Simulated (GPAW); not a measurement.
## MgSi in GPAW: the effect of strain tetragonal

MgSi:

```
Si Mg
1.0
     2.79206    0.00000    0.00000
     0.00000    2.79206    0.00000
     0.00000    0.00000    4.45250
Si Mg
1 1
Direct
  0.50000 0.50000 0.50000
  0.00000 0.00000 0.00000
```

The cell comes from a database or a generator and needn't be the stable form of this composition.

Alike in all runs:

| Item | Value |
| --- | --- |
| Program | GPAW 26.7.0 |
| Task | single point |
| Functional | PBEsol |
| Potentials or basis | PAW data sets generated in the run's folder for this functional |
| Cutoff | 800 eV |
| Basis | pw |
| k mesh | 9 × 9 × 7 |
| Occupations | fermi-dirac, width 0.05 eV |
| Spin | no spin polarisation |
| Maxiter | 150 |

| strain tetragonal | pressure (GPa) |
| --- | --- |
| -0.04 | -2.0 |
| -0.02 | -1.7 |
| -0.01 | -1.5 |
| 0 | -1.4 |
| 0.01 | -1.2 |
| 0.02 | -0.9 |
| 0.04 | ? |

Problem. What does the run with strain tetragonal 0.04 give?

Solution. Pressure -0.1 GPa.

Worked out: A parabola through the other rows of the pressure, of slope 27.1 GPa per unit of strain tetragonal there, extrapolates to -0.4 GPa, against the run's -0.1.

Caveats: the density grid can change from cell to cell, which puts small steps into energies and stress.
